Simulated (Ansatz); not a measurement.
MoS2, a slab with vacuum:

```
CELL_PARAMETERS angstrom
3.18413 0.00000 0.00000
-1.59206 2.75753 0.00000
0.00000 0.00000 17.33460
ATOMIC_POSITIONS crystal
Mo 0.00000 0.00000 0.00000
S 0.33333 0.66667 0.91051
S 0.33333 0.66667 0.08949
```

Base run:

```yaml
Program: Ansatz 0.2.0
Functional: r2SCAN
Potentials_or_basis: Ansatz PAW
Cutoff: 500 eV
Density_cutoff: 2000 eV
k_mesh: 12 × 12 × 2
Occupations: fixed
Spin: no spin polarisation
```

Its results: band gap on the k mesh 1.67 eV, indirect (least direct gap 1.76 eV); largest force 0.018 eV/Å.

Q: The run is repeated on the same cell with these changes: functional from r2SCAN to PBEsol; cutoff from 500 eV to 420 eV; density cutoff from 2000 eV to 1680 eV; level from r2scan to pbesol. What comes out?

A: Band gap on the k mesh 1.58 eV, indirect (least direct gap 1.66 eV); largest force 0.148 eV/Å.

Caveats: the PAW data sets come from PBE, with cores solved anew for the run's functional, which leaves a small shift of forces and pressure.

Not every run made on this cell is shown here.
